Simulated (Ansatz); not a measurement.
# Rh (fcc type): how the settings move a relaxation

Question: which choices in the input matter for Rh (fcc type)?

Computed with Ansatz 0.2.0 (reference: DFT, PBE, PAW with Ansatz's default frozen-core files, scalar-relativistic, unless a step's input says otherwise).

**1. The starting structure**

Symmetry: Fm-3m, No. 225, cubic system. The conventional cell has a = 3.830 Å, b = 3.830 Å, c = 3.830 Å, α = 90.00°, β = 90.00°, γ = 90.00°. Rh (site symmetry m-3m) has 12 Rh at 2.71 Å as nearest neighbours.

As a file:

```
Rh
1.0
     0.00000    1.91521    1.91521
     1.91521    0.00000    1.91521
     1.91521    1.91521    0.00000
Rh
1
Direct
  0.00000 0.00000 0.00000
```

**2. Baseline**

input.yaml

```yaml
crystal:
  lattice:
    - [0.0, 1.9152057761, 1.9152057761]
    - [1.9152057761, 0.0, 1.9152057761]
    - [1.9152057761, 1.9152057761, 0.0]
  atoms:
    - { symbol: Rh, position: [0.0, 0.0, 0.0] }
kpoints:
  mp_grid: { grid: [19, 19, 19] }
scf:
  occupations: { method: fermi_dirac, width: 0.1 }
hamiltonian:
  xc: pbe
  pseudopotentials: { kind: paw }
output:
  forces: true
  stress: true
  write_density: true
  write_potential: true
  elf: true
  volumetric_format: npy
relax:
  f_tol: 0.005
  max_steps: 40
  cell: {}
```

Started as:

```sh
$ ansatz run input.yaml --threads 3 --pin off --max-ram 8192MiB --backend cpu --events-out ev --progress --plain --runs-dir out
```

From the output:

```text
[...]
Basis set: ecut = 420 eV, 283 PW (Γ), exchange–correlation on 40×40×40 points (8 copies of the dense FFT grid, shifted against one another)
[...]
k-points: 220 of 6859
[...]
SCF iter   1: F=—  HF=-6402.911948 eV  |F-HF|=—  |Δ(HF+E_count)|=         —  Δρ=2.83e-3  dr2=3.62e-4  ethr=1.77e-3  ⟨swp⟩=4.9  Hψ=15879  notcnv=0
preconditioner: auto → none  [metal: Δε(μ)=0.007 eV  Ē_g=13.782 eV  σ=0.100 eV  W_gap=0.02  n_scr=0 (ndim 8)  ℏωp=29.7 eV  f_vac=0.000  D(μ)=1.40/eV (n_scr^D=14)]
SCF iter   2: F=—  HF=-6402.912016 eV  |F-HF|=—  |Δ(HF+E_count)|=   6.79e-5  Δρ=1.44e-3  dr2=6.89e-5  ethr=2.13e-6  ⟨swp⟩=2.9  Hψ=6646  notcnv=0
[...]
relax step   1: F+E_penalty+E_count = -6402.91203524 eV  Δ(F+E_penalty+E_count) = +0.000e0 eV  max|allowed force component| = 0.000e0 eV/Å  Δτ_max = 0.0000 Å  P = +0.306 GPa  Ω = 14.050 Å³  (6 SCF iters, dr2 threshold 1.00e-7 eV, accepted)
[...]
relax step   2: F+E_penalty+E_count = -6402.91201879 eV  Δ(F+E_penalty+E_count) = +1.645e-5 eV  max|allowed force component| = 0.000e0 eV/Å  Δτ_max = 0.0000 Å  P = -0.256 GPa  Ω = 14.081 Å³  energy of the carried Pulay correction = -2.128e-5 eV  (3 SCF iters, 
[...]
relax step   3: F+E_penalty+E_count = -6402.91203978 eV  Δ(F+E_penalty+E_count) = -2.098e-5 eV  max|allowed force component| = 0.000e0 eV/Å  Δτ_max = 0.0000 Å  P = -0.000 GPa  Ω = 14.067 Å³  energy of the carried Pulay correction = -1.160e-5 eV  (3 SCF iters, 
[...]
SCF iter   3: F=—  HF=-6402.912050 eV  |F-HF|=—  |Δ(HF+E_count)|=   1.27e-5  Δρ=5.93e-6  dr2=4.35e-9  ethr=6.82e-10  ⟨swp⟩=1.0  Hψ=2860  notcnv=0
SCF iter   4: F=-6402.912050 eV  HF=-6402.912050 eV  |F-HF|=4.55e-12  |Δ(HF+E_count)|=   1.26e-9  Δρ=4.40e-7  dr2=8.28e-12  ethr=1.00e-12  ⟨swp⟩=4.3  Hψ=13739  notcnv=0
[...]
relax step   4: F+E_penalty+E_count = -6402.91204959 eV  Δ(F+E_penalty+E_count) = -9.812e-6 eV  max|allowed force component| = 0.000e0 eV/Å  Δτ_max = 0.0000 Å  P = -0.001 GPa  Ω = 14.067 Å³  stress off target by 7.17e-4 GPa  SCF on the basis re-selected at thi
[...]
SCF converged after 4 iterations
Free energy (F): -6402.912050 eV
[...]
E sigma→0 (E₀):  -6402.888893 eV
[...]
Fermi energy:    21.733480 eV
[...]
  P = ⅓ Tr σ = -0.0007 GPa (-0.007 kbar)
[...]
--- Relaxed structure (3 steps of the walk, 3 accepted, 1 SCFs on fresh bases) ---
[...]
```

Run time: 2.5 s. Hardware: 3 threads of Intel Xeon Platinum 8375C at 2.90GHz (Ice Lake), shared host; peak memory 0.37 GiB.

**3. Changed: starting moments, spin_polarized true**

Changes to input.yaml since step 2:

```diff
@@ -6,3 +6,3 @@
   atoms:
-    - { symbol: Rh, position: [0.0, 0.0, 0.0] }
+    - { symbol: Rh, position: [0.0, 0.0, 0.0], spin: 3.0 }
 kpoints:
@@ -25 +25,3 @@
   cell: {}
+magnetization:
+  spin_polarized: true
```

Started as:

```sh
$ ansatz run input.yaml --threads 3 --pin off --max-ram 8192MiB --backend cpu --events-out ev --progress --plain --runs-dir out
```

The log of the run, cut to the lines that bear on the results:

```text
[...]
Pseudopotentials: kind: paw
Pseudopotential: Rh, paw, valence charge 17, recommended cutoff 420 eV (normal)
Functional definition: PBE
[...]
Crystal: 1 atoms, lattice volume = 14.050 Å³
Basis set: ecut = 420 eV, 283 PW (Γ), exchange–correlation on 40×40×40 points (8 copies of the dense FFT grid, shifted against one another)
Bands: 14, of which v1, the nominal top of the filled ones, is band 9 counted from 1 (8 counted from 0)
Symmetry: 48 space group operations
Space group: Fm-3m (ITA 225), of the structure as read, at distance tolerance 2.4e-5 Å
Magnetic group: BNS 225.116 (UNI 1618), of the structure as read, at distance tolerance 2.4e-5 Å
k-points: 220 of 6859
[...]
Starting moments: Σ|m| = 3 μB on 1 of 1 site
[...]
SCF iter   1: F=—  HF=-6402.308070 eV  |F-HF|=—  |Δ(HF+E_count)|=         —  Δρ=8.27e-2 (↑8.27e-2 ↓6.47e-2)  dr2=1.21e0  dr2_m=4.28e-1  M=1.450 μB ∫|m|=1.450 μB  β_m=0.30  ethr=3.10e-3  ⟨swp⟩=5.1  Hψ=33032  notcnv=0
[...]
WARN: the starting moments were not kept: the SCF closed with an absolute magnetisation of 1.1e-6 μB, where they sum to 3 μB in size (1 site). That is at most 0.1 of that sum. Measured as dr2_m measures the in/out step, that magnetisation stands 8.8e-13 eV from none, at or under the [...]
relax step   1: F+E_penalty+E_count = -6402.91203524 eV  Δ(F+E_penalty+E_count) = +0.000e0 eV  max|allowed force component| = 0.000e0 eV/Å  Δτ_max = 0.0000 Å  P = +0.306 GPa  Ω = 14.050 Å³  (11 SCF iters, accepted)
[...]
relax step   4: F+E_penalty+E_count = -6402.91204958 eV  Δ(F+E_penalty+E_count) = -9.812e-6 eV  max|allowed force component| = 0.000e0 eV/Å  Δτ_max = 0.0000 Å  P = -0.001 GPa  Ω = 14.067 Å³  stress off target by 1.01e-3 GPa  SCF on the basis re-selected at this cell (its energy is not [...]
SCF converged after 6 iterations
Magnetization: -0.0000 μB (8.5000 up, 8.5000 down)
Absolute magnetization: 0.0000 μB (∫|ρ↑−ρ↓|, with the PAW one-centre terms)
Spin contamination: 0.0000 ħ² per cell (⟨S²⟩ above its minimum at these occupations)
Per-site moments (μB) at R_I (Å): [(-3.3723622528414477e-9, 1.1177086561260003)]
Free energy (F): -6402.912050 eV
[...]
E sigma→0 (E₀):  -6402.888893 eV
Entropy (-TS):   -0.046313 eV (-46.313 meV/atom)
Fermi energy:    21.733451 eV
[...]
--- Forces (eV/Å), atoms counted from 1 ---
  atom   1  Rh    -0.00000000    -0.00000000    -0.00000000
[...]
--- Stress (GPa, compression-positive) ---
       -0.001008      -0.000000      -0.000000
       -0.000000      -0.001008      -0.000000
       -0.000000      -0.000000      -0.001008
  P = ⅓ Tr σ = -0.0010 GPa (-0.010 kbar)
--- Band table (eV; the first three rows and the last of 440) ---
  k-point 0 ↑: bands = ["-57.0651", "-24.5621", "-24.5621", "-24.5621", "13.9464", "18.7717", "18.7717", "18.7717", "20.7833", "20.7833", "37.5656", "42.7789", "42.7789", "42.7789"]
[...]
--- Relaxed structure (3 steps of the walk, 3 accepted, 1 SCFs on fresh bases) ---
  F+E_penalty+E_count = -6402.91204958 eV   max|allowed force component| = 0.000e0 eV/Å   (the final SCF, on the basis selected at the relaxed cell)
  cell:  # Å, volume = 14.0669 Å³
    - [-3.8215290246716945e-35, 1.9159742306366008, 1.9159742306366008]
    - [1.9159742306366008, -1.2738430082238982e-35, 1.9159742306366008]
    - [1.9159742306366008, 1.9159742306366008, 4.076297626316472e-34]
  atoms:
    - { symbol: Rh, position: [0.0, 0.0, 0.0] }
```

Wall time 8.6 s (3 threads of Intel Xeon Platinum 8375C at 2.90GHz (Ice Lake), shared host); peak memory 0.41 GiB.

With the changed spin polarisation the energy stays within 0.5 meV/atom: no moment survives, so both runs end on the same non-magnetic state.

**4. Variant: lower_state_search standard, mixing.algorithm anderson, mixing.beta 0.3, mixing.ndim 2**

Changes to input.yaml since step 2:

```diff
@@ -11,2 +11,4 @@
   occupations: { method: fermi_dirac, width: 0.1 }
+  lower_state_search: standard
+  mixing: { algorithm: anderson, beta: 0.3, ndim: 2 }
 hamiltonian:
@@ -17,6 +19,2 @@
   stress: true
-  write_density: true
-  write_potential: true
-  elf: true
-  volumetric_format: npy
 relax:
```

Started as:

```sh
$ ansatz run input.yaml --threads 3 --pin off --max-ram 8192MiB --backend cpu --events-out ev --progress --plain --runs-dir out
```

The log of the run, cut to the lines that bear on the results:

```text
[...]
[... 3 set-up lines as earlier in the session ...]
[...]
Crystal: 1 atoms, lattice volume = 14.050 Å³
Basis set: ecut = 420 eV, 283 PW (Γ), exchange–correlation on 40×40×40 points (8 copies of the dense FFT grid, shifted against one another)
Bands: 13, of which v1, the nominal top of the filled ones, is band 9 counted from 1 (8 counted from 0)
[... 2 set-up lines as earlier in the session ...]
k-points: 220 of 6859
[...]
SCF iter   1: F=—  HF=-6402.911948 eV  |F-HF|=—  |Δ(HF+E_count)|=         —  Δρ=2.83e-3  dr2=3.62e-4  ethr=1.77e-3  ⟨swp⟩=4.9  Hψ=15879  notcnv=0
[...]
Free energy (F): -6402.912050 eV
[...]
E sigma→0 (E₀):  -6402.888893 eV
Entropy (-TS):   -0.046313 eV (-46.313 meV/atom)
Fermi energy:    21.733469 eV
[...]
--- Forces (eV/Å), atoms counted from 1 ---
  atom   1  Rh    -0.00000000     0.00000000    -0.00000000
[...]
--- Stress (GPa, compression-positive) ---
       -0.000831      -0.000000      -0.000000
       -0.000000      -0.000831      -0.000000
       -0.000000      -0.000000      -0.000831
  P = ⅓ Tr σ = -0.0008 GPa (-0.008 kbar)
--- Relaxed structure (3 steps of the walk, 3 accepted, 1 SCFs on fresh bases) ---
  F+E_penalty+E_count = -6402.91204958 eV   max|allowed force component| = 0.000e0 eV/Å   (the final SCF, on the basis selected at the relaxed cell)
  cell:  # Å, volume = 14.0669 Å³
    - [-1.528611609868677e-34, 1.9159737924615494, 1.9159737924615494]
    - [1.9159737924615494, -9.999667614557595e-34, 1.9159737924615494]
    - [1.9159737924615494, 1.9159737924615494, 1.5923037602798727e-35]
  atoms:
    - { symbol: Rh, position: [0.0, 0.0, 0.0] }
```

Run time: 2.7 s. Hardware: 3 threads of Intel Xeon Platinum 8375C at 2.90GHz (Ice Lake), shared host; peak memory 0.37 GiB.

The changed input (search for lower states and mixing) leaves the energy the same to the digits printed.

**5. Side by side**

| run | ending | energy change | pressure (GPa) | gap (eV) | force (eV/Å) | cycles | time |
| --- | --- | --- | --- | --- | --- | --- | --- |
| reference | converged | 0 | 0.0 | 0.00 | 0.00 | 16 | 2.5 s |
| 1: starting moments, spin_polarized true | converged | 0.0 meV/atom | 0.0 | 0.00 | 0.00 | 31 | 8.6 s |
| 2: lower_state_search standard, mixing.algorithm anderson, mixing.beta 0.3, mixing.ndim 2 | converged | 0.0 meV/atom | 0.0 | 0.00 | 0.00 | 24 | 2.7 s |

Times don't compare one to one where runs were asked for different outputs or read a saved state (see the inputs); cycles may leave out searches for a lower state.

Of the converged runs whose energies compare with the reference's, none moves it noticeably.
